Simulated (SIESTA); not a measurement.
# HfO2 (Fm-3m) in SIESTA: equation of state, part 2 of 2

SIESTA 5.4.2.

## 4. Single point, PBE, 10.93 Å³/atom

HfO2.fdf

```
SystemName                      HfO2
SystemLabel                     HfO2
NumberOfSpecies                 2
NumberOfAtoms                   3
%block ChemicalSpeciesLabel
  1  72 Hf
  2   8 O
%endblock ChemicalSpeciesLabel
%include structure.fdf

%block kgrid.MonkhorstPack
    9   0   0  0.0
    0   9   0  0.0
    0   0   9  0.0
%endblock kgrid.MonkhorstPack
XC.Functional                   GGA
XC.Authors                      PBE
PAO.BasisSize                   DZP
PAO.EnergyShift                 0.003 Ry
Mesh.Cutoff                     800 Ry
OccupationFunction              FD
ElectronicTemperature           0.05 eV
MaxSCFIterations                120
SCF.MustConverge                false
SCF.Mixer.Method                Pulay
SCF.Mixer.Weight                0.25
SCF.Mixer.History               8
SCF.DM.Tolerance                5.0e-05
SCF.H.Tolerance                 1.0e-03 eV
WriteForces                     true
Charge.Mulliken                 end
%block PAO.Basis
  Hf 5
  n=5 0 2
    3.241 0.000
  n=6 0 2
    8.163 0.000
  n=5 1 2
    3.929 0.000
  n=6 1 1
    8.163
  n=5 2 2
    7.906 0.000
%endblock PAO.Basis
```

structure.fdf

```
LatticeConstant                 1.0 Ang
%block LatticeVectors
     0.0000000000     2.5403350533     2.5403350533
     2.5403350533     0.0000000000     2.5403350533
     2.5403350533     2.5403350533     0.0000000000
%endblock LatticeVectors
AtomicCoordinatesFormat         Fractional
%block AtomicCoordinatesAndAtomicSpecies
     0.0000000000     0.0000000000     0.0000000000  1  Hf
     0.7500000000     0.7500000000     0.7500000000  2  O
     0.2500000000     0.2500000000     0.2500000000  2  O
%endblock AtomicCoordinatesAndAtomicSpecies
```

Potentials or basis: PseudoDojo 0.4 standard (PBE files), DZP (energy shift 0.003 Ry; two zetas on semicore shells).

Launch:

```
$ siesta HfO2.fdf > HfO2.out 2>&1
```

HfO2.out:

```text
Version         : 5.4.2

[... 6 lines left out ...]
 NOTE: Please see the manual for full details and compatibility measures.

reinit: Reading from file HfO2.fdf

reinit: -----------------------------------------------------------------------
reinit: System Name: HfO2
reinit: -----------------------------------------------------------------------
reinit: System Label: HfO2
reinit: -----------------------------------------------------------------------

initatom: Reading input for the pseudopotentials and atomic orbitals ----------
Species number:   1 Atomic number:   72 Label: Hf
Species number:   2 Atomic number:    8 Label: O

Ground state valence configuration (from tables):   6s02  6p00  5d02  5f00
Ground state valence configuration (from tables):   2s02  2p04  3d00  4f00

---- Processing specs for species: Hf
Reading pseudopotential information in PSML from:
  Hf.psml
PSML file version: 1.1
Using libxc ids:  101 130
GGA--PBE XC_GGA_X_PBE--XC_GGA_C_PBE pb
Semicore shell(s) with  8 electrons included in the valence for Hf

[... 650 lines left out ...]

siesta: Pressure (static):
siesta:                Solid            Molecule  Units
siesta:           0.00037463          0.00037466  Ry/Bohr**3
siesta:           0.03439688          0.03439983  eV/Ang**3
siesta:          55.10987483         55.11459695  kBar

Basis Enthalpy Calculation:
    Basis Pressure for species 1(Hf) :      0.2000000 GPa
    Basis Pressure for species 2(O) :      0.2000000 GPa

    Orbital volume contribution        =           2.128464 eV
    (Free)E + p_basis*V_orbitals       =       -2437.920379 eV
    (Free)Eharris+ p_basis*V_orbitals  =       -2437.920379 eV

mulliken: Atomic and Orbital Populations:

Species: Hf
Atom  Qatom  Qorb
               5s      5s      6s      6s      5py     5pz     5px     5py
               5pz     5px     6py     6pz     6px     5dxy    5dyz    5dz2
               5dxz    5dx2-y2 5dxy    5dyz    5dz2    5dxz    5dx2-y2
   1 10.062   1.901   0.037   0.445  -0.086   1.905   1.905   1.905   0.086
              0.086   0.086   0.051   0.051   0.051   0.474   0.474   0.097

              0.474   0.097  -0.052  -0.052   0.091  -0.052   0.091

Species: O
Atom  Qatom  Qorb
               2s      2s      2py     2pz     2px     2py     2pz     2px
               3Pdxy   3Pdyz   3Pdz2   3Pdxz   3Pdx2-y2
   2  6.969   2.018  -0.161   2.132   2.132   2.132  -0.435  -0.435  -0.435
              0.004   0.004   0.005   0.004   0.005
   3  6.969   2.018  -0.161   2.132   2.132   2.132  -0.435  -0.435  -0.435
              0.004   0.004   0.005   0.004   0.005

mulliken: Qtot =       24.000

Mulliken Atomic Populations:
Atom #   charge [q] valence [e]  Species
     1     1.937724   10.062276  Hf
     2    -0.968862    6.968862  O
     3    -0.968862    6.968862  O
 Total     0.000000

Job completed
```

Wall time 49 s (1 thread of Arm Neoverse V2, shared host); peak memory 0.27 GiB.

Results:

| Quantity | Value |
| --- | --- |
| Free energy | -2440.0488 eV |
| Pressure | 5.5 GPa |
| Band gap on the k mesh | 3.75 eV, indirect (least direct gap 3.89 eV) |

Caveat: short orbitals over semicore shells can move pressures by several GPa; spin-orbit coupling is left out, which moves the levels of the heavy elements; an odd mesh through Γ misses points on the zone boundary, where band edges often lie; the basis of atomic orbitals isn't converged, which shifts pressures, moduli and gaps.

## 5. Single point, PBE, 11.38 Å³/atom

HfO2.fdf is that of step 4.

Changes to structure.fdf since step 4:

```diff
@@ -2,5 +2,5 @@
 %block LatticeVectors
-     0.0000000000     2.5403350533     2.5403350533
-     2.5403350533     0.0000000000     2.5403350533
-     2.5403350533     2.5403350533     0.0000000000
+     0.0000000000     2.5744375797     2.5744375797
+     2.5744375797     0.0000000000     2.5744375797
+     2.5744375797     2.5744375797     0.0000000000
 %endblock LatticeVectors
```

Launch:

```
$ siesta < HfO2.fdf > HfO2.out 2>&1
```

Run time: 60 s. Hardware: 1 thread of Arm Neoverse V2, shared host; peak memory 0.3 GiB.

Results (log left out):

```
Free energy            : -2440.0519 eV
Pressure               : -4.2 GPa
Band gap on the k mesh : 3.65 eV, indirect (least direct gap 3.77 eV)
```

Caveat: short orbitals over semicore shells can move pressures by several GPa; spin-orbit coupling is left out, which moves the levels of the heavy elements; an odd mesh through Γ misses points on the zone boundary, where band edges often lie; the basis of atomic orbitals isn't converged, which shifts pressures, moduli and gaps.

## 6. Single point, PBE, 11.60 Å³/atom

HfO2.fdf is that of step 5.

Changes to structure.fdf since step 5:

```diff
@@ -2,5 +2,5 @@
 %block LatticeVectors
-     0.0000000000     2.5744375797     2.5744375797
-     2.5744375797     0.0000000000     2.5744375797
-     2.5744375797     2.5744375797     0.0000000000
+     0.0000000000     2.5911551753     2.5911551753
+     2.5911551753     0.0000000000     2.5911551753
+     2.5911551753     2.5911551753     0.0000000000
 %endblock LatticeVectors
```

Potentials or basis: PseudoDojo 0.4 standard (PBE files), DZP (energy shift 0.003 Ry; two zetas on semicore shells).

Launch:

```
$ siesta < HfO2.fdf > HfO2.out 2>&1
```

It took 58 s on 1 thread of Arm Neoverse V2, shared host; peak memory 0.3 GiB.

It converged, with:

* Free energy: -2440.0254 eV
* Pressure: -8.4 GPa
* Band gap on the k mesh: 3.60 eV, indirect (least direct gap 3.71 eV)

Caveat: short orbitals over semicore shells can move pressures by several GPa; spin-orbit coupling is left out, which moves the levels of the heavy elements; an odd mesh through Γ misses points on the zone boundary, where band edges often lie; the basis of atomic orbitals isn't converged, which shifts pressures, moduli and gaps.

## 7. Single point, PBE, 11.82 Å³/atom

HfO2.fdf is that of step 6.

Changes to structure.fdf since step 6:

```diff
@@ -2,5 +2,5 @@
 %block LatticeVectors
-     0.0000000000     2.5911551753     2.5911551753
-     2.5911551753     0.0000000000     2.5911551753
-     2.5911551753     2.5911551753     0.0000000000
+     0.0000000000     2.6076597933     2.6076597933
+     2.6076597933     0.0000000000     2.6076597933
+     2.6076597933     2.6076597933     0.0000000000
 %endblock LatticeVectors
```

Launch:

```
$ siesta < HfO2.fdf > HfO2.out 2>&1
```

It took 57 s on 1 thread of Arm Neoverse V2, shared host; peak memory 0.29 GiB.

Results (log left out):

```
Free energy            : -2439.9821 eV
Pressure               : -12.2 GPa
Band gap on the k mesh : 3.54 eV, indirect (least direct gap 3.65 eV)
```

Caveat: short orbitals over semicore shells can move pressures by several GPa; spin-orbit coupling is left out, which moves the levels of the heavy elements; an odd mesh through Γ misses points on the zone boundary, where band edges often lie; the basis of atomic orbitals isn't converged, which shifts pressures, moduli and gaps.

## 8. Equation of state, PBE

This step only gathers the single runs of the series.

What came out:

```yaml
Equilibrium_volume: 11.17 Å³/atom
Bulk_modulus: 240 GPa
Pressure_derivative_of_the_bulk_modulus: 4.0
```

Energy against volume, from the lowest point:
```
volume (Å³/atom)  energy (meV/atom)
          10.483              34.93
          10.706              15.37
          10.929               3.95
          11.152               0.00
          11.375               2.93
          11.598              11.76
          11.821              26.19
```

Caveat: short orbitals over semicore shells can move pressures by several GPa; the basis of atomic orbitals isn't converged, which shifts pressures, moduli and gaps. The run has no spin-orbit coupling, so splittings on Hf are missing.
